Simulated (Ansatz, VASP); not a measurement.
## SnO2 in VASP and in Ansatz

The input INCAR:

```
PREC     = Accurate       # precision mode
ENCUT    = 520            # plane-wave cutoff, eV
EDIFF    = 1E-7           # SCF threshold, eV
ISMEAR   = 0              # smearing method
SIGMA    = 0.05           # smearing width, eV
LREAL    = False          # projectors in reciprocal space
LASPH    = True           # aspherical terms in the spheres
NELM     = 60             # most SCF steps
ALGO     = Normal         # electronic algorithm
ISIF     = 2              # what is computed and relaxed
LWAVE    = False          # write WAVECAR
LCHARG   = True           # write CHGCAR
GGA      = PE             # functional
LELF     = True           # ELF
LVHAR    = True         
NBANDS   = 20             # bands
```

Contents of KPOINTS:

```
regular mesh
0
Gamma
  12 12 12
```

POSCAR

```
SnO2
1.0
    1.5628500000      0.9023118682      4.5248000000
   -1.5628500000      0.9023118682      4.5248000000
    0.0000000000     -1.8046237364      4.5248000000
Sn O
1 2
Direct
    0.5000000000      0.5000000000      0.5000000000
    0.2348826742      0.2348826742      0.2348826742
    0.7651173258      0.7651173258      0.7651173258
```

Input for Ansatz:

```yaml
crystal:
  lattice:
    - [1.56285, 0.9023118682, 4.5248]
    - [-1.56285, 0.9023118682, 4.5248]
    - [0.0, -1.8046237364, 4.5248]
  atoms:
    - { symbol: Sn, position: [0.5, 0.5, 0.5] }
    - { symbol: O, position: [0.2348826742, 0.2348826742, 0.2348826742] }
    - { symbol: O, position: [0.7651173258, 0.7651173258, 0.7651173258] }
basis:
  ecutwfc: 520.0
kpoints:
  mp_grid: { grid: [12, 12, 12] }
hamiltonian:
  xc: pbe
  pseudopotentials: { kind: paw, azcp: { folder: soft_1 } }
scf:
  occupations: { method: gaussian, width: 0.05 }
output:
  forces: true
  stress: true
  eigenvalues: true
  write_density: true
  write_potential: true
  elf: true
  volumetric_format: npy
```

Alike in both runs: task single point; functional PBE; k mesh 12 × 12 × 12; occupations gaussian, width 0.05 eV; no spin polarisation.

```csv
,VASP,Ansatz
version,VASP 6.6.1,Ansatz 0.2.0
potentials or method,"VASP PAW PBE potentials, release 64 (Sn_d, O)","scalar-relativistic, plane waves, PAW"
plane-wave cutoff (eV),520,520
valence electrons in the cell,26,26
```

Ansatz gave:

```
gap on the k mesh at the Fermi level (eV)       : 2.79
least direct gap on the mesh (eV)               : 3.10
pressure (GPa)                                  : 25.2
largest component of the traceless stress (GPa) : 8.15
rms of the force components (eV/Å)              : 0.964
```

Task: Estimate VASP's values.

Result: gap on the k mesh at the Fermi level (eV): 2.78; least direct gap on the mesh (eV): 3.09; pressure (GPa): 26.1; largest component of the traceless stress (GPa): 8.76; rms of the force components (eV/Å): 1.001.

Atom by atom the forces differ by 0.037 eV/Å (rms over components).

Caveats: so large a pressure means that the cell lies far from this level's equilibrium, or that cutoff or potentials fall short (VASP); spin-orbit coupling is left out, which moves the levels of the heavy elements; forces of over 1 eV/Å show positions far from the minimum, so gaps and moduli don't describe the material at rest. A k mesh can miss the band edges.
